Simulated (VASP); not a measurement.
# AgCl (Fm-3m) in VASP: single point with PBE0

Aim: the single point of AgCl with PBE0.

Everything below comes from runs of VASP 6.6.1. Logs are shortened: lines on timing, memory, paths and dates and some standing lists are left out, and cuts for length are marked.

**The experiment to reproduce.**

From a printed reference work, data compilation, for a bulk crystal of AgCl: band gap 3.249 eV (indirect).

How close the calculation comes is told below.

**1. The crystal as given**

It takes space group Fm-3m (No. 225, cubic). Conventional cell: a = 5.446 Å, b = 5.446 Å, c = 5.446 Å, α = 90.00°, β = 90.00°, γ = 90.00°. Ag (site symmetry m-3m) has 6 Cl at 2.72 Å as nearest neighbours. Cl (site symmetry m-3m) has 6 Ag at 2.72 Å as nearest neighbours.

The cell is a database's computed one.

**2. Single point, PBE0**

Contents of POSCAR:

```
AgCl
1.0
    0.0000000000      2.7229700000      2.7229700000
    2.7229700000      0.0000000000      2.7229700000
    2.7229700000      2.7229700000      0.0000000000
Ag Cl
1 1
Direct
    0.0000000000      0.0000000000      0.0000000000
    0.5000000000      0.5000000000      0.5000000000
```

Contents of INCAR.step1:

```
PREC = Accurate
ENCUT = 520
EDIFF = 1E-5
ISMEAR = 0
SIGMA = 0.02
LREAL = F
LASPH = T
NELM = 80
ALGO = Normal
ISIF = 2
LWAVE = T
LCHARG = F
GGA = PE
```

Contents of INCAR.step2:

```
PREC = Accurate
ENCUT = 520
EDIFF = 1E-7
ISMEAR = 0
SIGMA = 0.02
LREAL = F
LASPH = T
NELM = 80
ALGO = Normal
ISIF = 2
LWAVE = F
LCHARG = F
GGA = PE
LHFCALC = T
AEXX = 0.25
PRECFOCK = Fast
ISTART = 1
```

Contents of KPOINTS:

```
Automatic mesh
0
Gamma
  6 6 6
```

Potentials or basis: VASP PAW PBE potentials, release 64 (Ag, Cl).

Launch:

```console
cat potpaw_PBE.64/Ag/POTCAR potpaw_PBE.64/Cl/POTCAR > POTCAR
cp INCAR.step1 INCAR
mpirun -np 1 vasp_std > vasp.out
cp INCAR.step2 INCAR
mpirun -np 1 vasp_std > vasp.out
```

OUTCAR:

```text
PREC = Accurate
   ENCUT = 520
   EDIFF = 1E-7
   ISMEAR = 0
   LREAL = F
   LASPH = T
   NELM = 80
   ISIF = 2
   GGA = PE
   LHFCALC = T
   AEXX = 0.25
   PRECFOCK = Fast
   ISTART = 1

 ion  position               nearest neighbor table
   1  0.000  0.000  0.000-   2 2.72   2 2.72   2 2.72   2 2.72   2 2.72   2 2.72
   2  0.500  0.500  0.500-   1 2.72   1 2.72   1 2.72   1 2.72   1 2.72   1 2.72

  LATTYP: Found a face centered cubic cell.
 ALAT       =     5.4459400000

  Lattice vectors:

 A1 = (   0.0000000000,   2.7229700000,   2.7229700000)
 A2 = (   2.7229700000,   0.0000000000,   2.7229700000)
 A3 = (   2.7229700000,   2.7229700000,   0.0000000000)

Analysis of symmetry for initial positions (statically):
=====================================================================
 Subroutine PRICEL returns:
 Original cell was already a primitive cell.

 Routine SETGRP: Setting up the symmetry group for a
 face centered cubic supercell.

 Subroutine GETGRP returns: Found 48 space group operations
 (whereof 48 operations were pure point group operations)
 out of a pool of 48 trial point group operations.

The static configuration has the point symmetry O_h .

Analysis of symmetry for dynamics (positions and initial velocities):
=====================================================================
 Subroutine PRICEL returns:
 Original cell was already a primitive cell.

 Routine SETGRP: Setting up the symmetry group for a
 face centered cubic supercell.

 Subroutine GETGRP returns: Found 48 space group operations
 (whereof 48 operations were pure point group operations)
 out of a pool of 48 trial point group operations.

The dynamic configuration has the point symmetry O_h .

 Subroutine INISYM returns: Found 48 space group operations
 (whereof 48 operations are pure point group operations),
 and found     1 'primitive' translations

----------------------------------------------------------------------------------------

                                     Primitive cell

  volume of cell :      40.3793

  direct lattice vectors                    reciprocal lattice vectors
     0.000000000  2.722970000  2.722970000    -0.183623029  0.183623029  0.183623029
     2.722970000  0.000000000  2.722970000     0.183623029 -0.183623029  0.183623029
     2.722970000  2.722970000  0.000000000     0.183623029  0.183623029 -0.183623029

  length of vectors
     3.850861104  3.850861104  3.850861104     0.318044416  0.318044416  0.318044416

  position of ions in fractional coordinates (direct lattice)
     0.000000000  0.000000000  0.000000000
     0.500000000  0.500000000  0.500000000

  ion indices of the primitive-cell ions
   primitive index   ion index
                 1           1
                 2           2

----------------------------------------------------------------------------------------

 KPOINTS: Automatic mesh

Automatic generation of k-mesh.
 Grid dimensions read from file:
 generate k-points for:    6    6    6

 Generating k-lattice:

  Cartesian coordinates                     Fractional coordinates (reciprocal lattice)
    -0.030603838  0.030603838  0.030603838     0.166666667  0.000000000  0.000000000
     0.030603838 -0.030603838  0.030603838     0.000000000  0.166666667  0.000000000
     0.030603838  0.030603838 -0.030603838     0.000000000  0.000000000  0.166666667

  Length of vectors
     0.053007403  0.053007403  0.053007403

  Shift w.r.t. Gamma in fractional coordinates (k-lattice)
     0.000000000  0.000000000  0.000000000

 Subroutine IBZKPT returns following result:
 ===========================================

 Found     16 irreducible k-points:

 Following reciprocal coordinates:
            Coordinates               Weight
  0.000000  0.000000  0.000000      1.000000
  0.166667  0.000000  0.000000      8.000000
  0.333333  0.000000  0.000000      8.000000
  0.500000  0.000000  0.000000      4.000000
  0.166667  0.166667  0.000000      6.000000
  0.333333  0.166667  0.000000     24.000000
[... 8 lines left out ...]
 -0.333333  0.333333  0.166667     24.000000
 -0.333333  0.500000  0.166667     12.000000
   k-points           NKPTS =     16   k-points in BZ     NKDIM =    216   number of bands    NBANDS=     13
   number of dos      NEDOS =    301   number of ions     NIONS =      2
   total plane-waves  NPLWV =  27000
   dimension x,y,z NGX =    30 NGY =   30 NGZ =   30
   dimension x,y,z NGXF=    60 NGYF=   60 NGZF=   60
   ions per type =               1   1
   NGX,Y,Z   is equivalent  to a cutoff of  12.95, 12.95, 12.95 a.u.
   NGXF,Y,Z  is equivalent  to a cutoff of  25.90, 25.90, 25.90 a.u.
 SYSTEM =  unknown system
   PREC   = accura    normal or accurate (medium, high low for compatibility)
   ISTART =      1    job   : 0-new  1-cont  2-samecut
   ICHARG =      0    charge: 1-file 2-atom 10-const
   ISPIN  =      1    spin polarized calculation?
   LNONCOLLINEAR =      F non collinear calculations
   LSORBIT =      F    spin-orbit coupling
   LASPH  =      T    aspherical Exc in radial PAW
   ENCUT  =  520.0 eV  38.22 Ry    6.18 a.u.   7.16  7.16  7.16*2*pi/ulx,y,z
   NELM   =     80;   NELMIN=  2; NELMDL=  0     # of ELM steps
   EDIFF  = 0.1E-06   stopping-criterion for ELM
   LREAL  =      F    real-space projection
   EDIFFG = 0.1E-05   stopping-criterion for IOM
   NSW    =      0    number of steps for IOM
   IBRION =     -1    ionic relax: 0-MD 1-quasi-New 2-CG
   NFREE  =      0    steps in history (QN), initial steepest desc. (CG)
   ISIF   =      2    stress and relaxation
   ISYM   =      3    0-nonsym 1-usesym 2-fastsym
   POTIM  = 0.5000    time-step for ionic-motion
   TEBEG  =    0.0;   TEEND  =   0.0 temperature during run
   PSTRESS=    0.0 pullay stress
   NELECT =      18.0000    total number of electrons
   NUPDOWN=      -1.0000    fix difference up-down
   EMIN   =  10.00;   EMAX   =-10.00  energy-range for DOS
   EFERMI =   0.00;   METHOD = LEGACY
   ISMEAR =     0;   SIGMA  =   0.02  broadening in eV -4-tet -1-fermi 0-gaus
   EFERMI_NEDOS =   21; number of points for ismear=-14 and -15
   IALGO  =     38    algorithm
   IMIX   =      1    mixing-type and parameters
     AMIX     =   0.40;   BMIX     =  1.00
     AMIX_MAG =   1.60;   BMIX_MAG =  1.00
  volume/ion in A,a.u.               =      20.19       136.25
  Fermi-wavevector in a.u.,A,eV,Ry     =   1.250584  2.363261 21.278967  1.563960
  Thomas-Fermi vector in A             =   2.384571
   LORBIT       =      0    0 simple, 1 ext, 2 COOP (PROOUT), +10 PAW based schemes
   GGA     = PE    functional components
   LHFCALC =     T    Hartree Fock is set to
   PRECFOCK=fast      Normal, Fast or Accurate (Low or Medium for compatibility)
   ENCUT4O =  -1.0   cutoff for four orbital integrals eV
   NKREDX  =     1    reduce k-point grid by
   NKREDY  =     1    reduce k-point grid by
   NKREDZ  =     1    reduce k-point grid by
   AEXX    =    0.2500 exact exchange contribution
   HFSCREEN=    0.0000 screening length (either q_TF or 0.3 A-1)
   HFSCREENC=   0.0000 screening length for correlation (either q_TF or 0.3 A-1)
   ENCUTFOCK=  -1.0 apply spherical cutoff to Coloumb kernel
   IVDW    =     0    specifies the selected vdW correction
   LEPSILON=     F    determine dielectric tensor
   LRPA    =     F    only Hartree local field effects (RPA)
 non-spin polarized calculation
 Gauss-broadening in eV      SIGMA  =   0.02
  energy-cutoff  :      520.00
  volume of cell :       40.38
 maximum number of plane-waves:      1106
 NGX is ok and might be reduce to    30
  NGX = 16; NGY = 16; NGZ = 16

 number of electron      18.0000001 magnetization

 Free energy of the ion-electron system (eV)
  ---------------------------------------------------
  ext. energy  EPLUGINS =         0.00000000
  ---------------------------------------------------
  free energy    TOTEN  =        -7.16196258 eV

  energy without entropy =       -7.16196258  energy(sigma->0) =       -7.16196258

 E-fermi :   3.2849     XC(G=0):  -8.0590

 val. band max:        3.1269873514   @ k =   0.5000   0.0000   0.0000
 cond. band min:       6.2101558459   @ k =   0.0000   0.0000   0.0000
 fundamental gap:      3.0831684946
 Fermi energy:         3.2849409512

 k-point     1 :       0.0000    0.0000    0.0000
  band No.  band energies     occupation
      1     -13.6122      2.00000
      2       0.0117      2.00000
      3       0.0117      2.00000
      4       0.0117      2.00000
      5       0.0130      2.00000
      6       0.0130      2.00000
      7       0.6276      2.00000
      8       0.6276      2.00000
      9       0.6276      2.00000
     10       6.2102      0.00000
     11      16.3178      0.00000
     12      16.3178      0.00000
     13      16.3178      0.00000

 k-point     2 :       0.1667    0.0000    0.0000
  band No.  band energies     occupation
      1     -13.4828      2.00000
      2      -0.8436      2.00000
      3      -0.8271      2.00000
      4      -0.8271      2.00000
      5       0.1138      2.00000
      6       0.1138      2.00000
      7       0.5813      2.00000
      8       1.6168      2.00000
      9       1.6168      2.00000
     10       7.4062      0.00000
     11      14.2813      0.00000
     12      15.6867      0.00000
     13      15.6867      0.00000

 k-point     3 :       0.3333    0.0000    0.0000
  band No.  band energies     occupation
      1     -13.2047      2.00000
      2      -2.2393      2.00000
      3      -1.5525      2.00000
      4      -1.5525      2.00000
      5       0.3260      2.00000
      6       0.3260      2.00000
      7       0.7705      2.00000
      8       2.6774      2.00000
      9       2.6774      2.00000
     10       9.0322      0.00000
     11      12.7051      0.00000
     12      13.8412      0.00000
     13      13.8412      0.00000
[... 177 lines left out ...]
 k-point    15 :      -0.3333    0.3333    0.1667
  band No.  band energies     occupation
      1     -13.0125      2.00000
      2      -2.0740      2.00000
      3      -1.5580      2.00000
      4      -1.5543      2.00000
      5       0.3604      2.00000
      6       0.4569      2.00000
      7       0.7703      2.00000
      8       1.3575      2.00000
      9       2.1649      2.00000
     10      10.1924      0.00000
     11      11.7613      0.00000
     12      13.4846      0.00000
     13      14.3849      0.00000

 k-point    16 :      -0.3333    0.5000    0.1667
  band No.  band energies     occupation
      1     -13.0100      2.00000
      2      -1.6239      2.00000
      3      -1.5234      2.00000
      4      -1.1417      2.00000
      5       0.4546      2.00000
      6       0.5619      2.00000
      7       0.5750      2.00000
      8       0.6496      2.00000
      9       1.5251      2.00000
     10       9.0816      0.00000
     11      13.1041      0.00000
     12      13.7405      0.00000
     13      14.6893      0.00000

------------------------ aborting loop because EDIFF is reached ----------------------------------------

  FORCE on cell =-STRESS in cart. coord.  units (eV):
  Direction    XX          YY          ZZ          XY          YZ          ZX
  --------------------------------------------------------------------------------------
  -------------------------------------------------------------------------------------
  Total        1.0539411      1.0539411      1.0539411      0.0000000     -0.0000000      0.0000000
  in kB       41.8184924     41.8184924     41.8184924      0.0000000     -0.0000000      0.0000000
  external PRESSURE =      41.8184924 kB  Pullay stress =       0.0000000 kB

 VOLUME and BASIS-vectors are now :
 -----------------------------------------------------------------------------
  energy-cutoff  :      520.00
  volume of cell :       40.38
      direct lattice vectors                 reciprocal lattice vectors
     0.000000000  2.722970000  2.722970000    -0.183623029  0.183623029  0.183623029
     2.722970000  0.000000000  2.722970000     0.183623029 -0.183623029  0.183623029
     2.722970000  2.722970000  0.000000000     0.183623029  0.183623029 -0.183623029

 POSITION                                       TOTAL-FORCE (eV/Angst)
 -----------------------------------------------------------------------------------
      0.00000      0.00000      0.00000         0.000000     -0.000000     -0.000000
      2.72297      2.72297      2.72297        -0.000000      0.000000      0.000000
 -----------------------------------------------------------------------------------
    total drift:                               -0.000000      0.000000      0.000000

  FREE ENERGIE OF THE ION-ELECTRON SYSTEM (eV)
  ---------------------------------------------------
  free  energy   TOTEN  =        -7.1619625772 eV

  energy  without entropy=       -7.1619625772  energy(sigma->0) =       -7.16196258
```

Wall time 20 min (1 thread of Intel Xeon Platinum 8375C at 2.90GHz (Ice Lake), shared host); peak memory 0.18 GiB.

What came out:

```
Free energy            : -7.1620 eV
Pressure               : 4.2 GPa
Band gap on the k mesh : 3.08 eV, indirect (least direct gap 5.58 eV)
```

Caveat: the PAW data sets were made with another functional, which shifts forces and pressure a little.

**3. Comparison with measurements**

Step 2. A measured gap of AgCl is 3.249 eV (indirect; a printed reference work, data compilation); the calculated 3.08 eV misses it by -0.17 eV. Spin-orbit coupling on Ag is left out. The value is that of PBE0 on a finite k mesh, which can miss the band edges, without temperature or zero-point motion. The cell is a database's relaxed one, not the measured one, which moves gaps too.
